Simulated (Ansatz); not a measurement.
# Trigonal deformation path in Pt

Computed with Ansatz 0.2.0, DFT PBE, scalar-relativistic, plane waves, PAW. Cutoff 420 eV, Γ-centred 24×24×24 k-points, Gaussian smearing of 0.15 eV. Spin–orbit coupling is left out, which can shift energies with elements as heavy as these. No spin polarisation. Energies are free energies at this smearing, counted from the undisturbed cell; pressure is positive in compression.

The undisturbed cell (as given, not relaxed at this level; it stands at -1.0 GPa; this bcc form isn't the usual structure):

```
Pt
1.0
    -1.58422    1.58422    1.58422
     1.58422   -1.58422    1.58422
     1.58422    1.58422   -1.58422
Pt
1
Direct
  0.00000 0.00000 0.00000
```

At fixed volume and fractional coordinates, lengths along (0.577, 0.577, 0.577) are scaled against those across it; ρ is that ratio over its starting value. The cell is metallic on the mesh throughout. At ρ = 2.000 the cell becomes cubic (Pm-3m), and there the slope of the energy vanishes by symmetry.

```csv
ρ,ΔE (meV/atom),pressure (GPa)
0.500,13748.8,369.4
0.600,?,?
0.710,1777.3,58.2
0.850,337.3,10.7
0.930,59.0,1.1
1.000,0.0,-1.0
1.080,?,?
1.200,192.3,7.8
1.410,421.9,20.6
1.700,538.3,30.7
2.000,?,?
```

(1) Give the withheld values.

Results:

(1) ΔE (meV/atom) at ρ = 0.600: 5236.7; pressure (GPa) at ρ = 0.600: 156.4; ΔE (meV/atom) at ρ = 1.080: 45.8; pressure (GPa) at ρ = 1.080: 0.9; ΔE (meV/atom) at ρ = 2.000: 553.3; pressure (GPa) at ρ = 2.000: 33.5.

Cost: 11 runs of about 2.7 core-minutes in all, on Arm Neoverse V1 (shared hosts).